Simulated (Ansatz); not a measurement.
HfO2:

```
CELL_PARAMETERS angstrom
3.55802 0.00000 0.00000
0.00000 3.55802 0.00000
0.00000 0.00000 5.17186
ATOMIC_POSITIONS crystal
Hf 0.00000 0.00000 0.00000
Hf 0.50000 0.50000 0.50000
O 0.00000 0.50000 0.19721
O 0.50000 0.00000 0.30279
O 0.50000 0.00000 0.80279
O 0.00000 0.50000 0.69721
```

Measurements of this composition are mostly on another form, of space group No. 14.

Base run:

```yaml
Program: Ansatz 0.2.0
Functional: LDA
Potentials_or_basis: all-electron LAPW, scalar-relativistic
Cutoff: 409 eV
Density_cutoff: 1635 eV
Basis_error_allowed: 0.002 eV/atom
k_mesh: 8 × 8 × 5
Occupations: fermi-dirac, width 0.05 eV
Spin: no spin polarisation
```

Its results: band gap on the k mesh 4.56 eV, indirect (least direct gap 4.62 eV); pressure -4.6 GPa; largest force 0.031 eV/Å.

Q: The run is repeated on the same cell with these changes: functional from LDA to PBE. What comes out?

A: Band gap on the k mesh 4.77 eV, indirect (least direct gap 4.83 eV); pressure 10.0 GPa; largest force 0.138 eV/Å.

PBE binds less tightly than LDA, so the same cell stands under more pressure.

Caveats: spin-orbit coupling is left out, which moves the levels of the heavy elements.

Not every run made on this cell is shown here.
